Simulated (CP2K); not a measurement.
Runs of CP2K 2026.2 on FeO (Wuestite). It takes space group R-3m (No. 166, trigonal). The conventional cell has a = 3.038 Å, b = 3.038 Å, c = 7.559 Å, α = 90.00°, β = 90.00°, γ = 120.00°. Fe (site symmetry -3m) has 6 O at 2.16 Å as nearest neighbours. Around O (site symmetry -3m) lie 6 Fe at 2.16 Å. 

```csv
task,level,potentials or basis,smearing,EPS_DEFAULT,MIXING METHOD,MIXING ALPHA,NBUFFER,NGRIDS,gap on the mesh (eV),pressure (GPa),moment (μB)
band structure,PBEsol,"POTENTIAL_UZH Fe GTH-PBE-q16, O GTH-PBE-q6; TZVP-MOLOPT-PBE-GTH basis",fermi-dirac 0.05 eV,1.0E-9,PULAY_MIXING,0.4,6,5,none,-8.5,4.00
band structure,PBEsol,"POTENTIAL_UZH Fe GTH-PBE-q16, O GTH-PBE-q6; DZVP-MOLOPT-PBE-GTH basis",fermi-dirac 0.1 eV,1.0E-10,PULAY_MIXING,0.4,6,4,none,-8.0,4.00
band structure,PBE,"POTENTIAL_UZH Fe GTH-PBE-q16, O GTH-PBE-q6; TZVP-MOLOPT-PBE-GTH basis",fermi-dirac 0.0259 eV,1.0E-10,PULAY_MIXING,0.4,6,4,none,-0.7,4.00
band structure,LDA,"GTH_POTENTIALS Fe GTH-PADE-q16, O GTH-PADE-q6; DZVP-MOLOPT-PBE-GTH basis",fermi-dirac 0.05 eV,1.0E-9,PULAY_MIXING,0.4,6,4,none,-16.1,4.00
single point,PBE,"POTENTIAL_UZH Fe GTH-PBE-q16, O GTH-PBE-q6; TZVP-MOLOPT-PBE-GTH basis",fermi-dirac 0.05 eV,1.0E-10,BROYDEN_MIXING,0.2,10,5,none,-0.7,4.00
band structure,PBEsol,"POTENTIAL_UZH Fe GTH-PBE-q16, O GTH-PBE-q6; TZVP-MOLOPT-PBE-GTH basis",fermi-dirac 0.01 eV,1.0E-10,PULAY_MIXING,0.4,6,5,none,(a),4.00
single point,PBEsol,"POTENTIAL_UZH Fe GTH-PBE-q16, O GTH-PBE-q6; TZVP-MOLOPT-PBE-GTH basis",fermi-dirac 0.05 eV,1.0E-10,PULAY_MIXING,0.4,6,4,none,-8.5,4.00
```

Alike in all rows: spin collinear, ferromagnetic start; cell as given; k mesh 11 × 11 × 11.

Q: Estimate the missing entries.

A: (a) -8.6.

Caveats: the basis of atomic orbitals isn't converged, which shifts pressures, moduli and gaps; a cell with one magnetic atom can't hold antiferromagnetic order, which such compounds often take; semilocal functionals often make such compounds metallic where correlation or magnetic order opens a gap, which also shifts bond lengths; the potentials were made for another functional, which shifts forces and pressure (some runs); so large a pressure means that the cell lies far from this level's equilibrium, or that cutoff or potentials fall short (some runs).

A k mesh can miss the band edges.

A gap of «none» marks a metal or a gap under the smearing width.

Not every run made on this cell is shown here.
